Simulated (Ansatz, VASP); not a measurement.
**In: VASP beside Ansatz**

```
CELL_PARAMETERS angstrom
2.63146 1.51927 1.07468
-2.63146 1.51927 1.07468
0.00000 -3.03855 1.07468
ATOMIC_POSITIONS crystal
In 0.50000 0.50000 0.50000
```

Alike in both runs: functional PBEsol; k mesh 21 × 21 × 21; occupations gaussian, width 0.1 eV; no spin polarisation.

Ansatz relaxed the structure, and its values are those at the end. VASP's run is a single point on that final structure, the one shown.

|  | VASP | Ansatz |
| --- | --- | --- |
| version | VASP 6.6.1 | Ansatz 0.2.0 |
| potentials or method | VASP PAW PBE potentials, release 64 (In_d) | scalar-relativistic, plane waves, PAW |
| plane-wave cutoff (eV) | 520 | 420 |
| valence electrons in the cell | 13 | 13 |

Ansatz gave:

* gap on the k mesh at the Fermi level (eV): none
* pressure (GPa): 0.0

Task: Which values does VASP return?

Result: gap on the k mesh at the Fermi level (eV): none; pressure (GPa): 0.1.

A gap of «none» marks a metal or a gap that the smearing closes.

Caveats: the PAW data sets were made with another functional, which shifts forces and pressure a little (VASP).
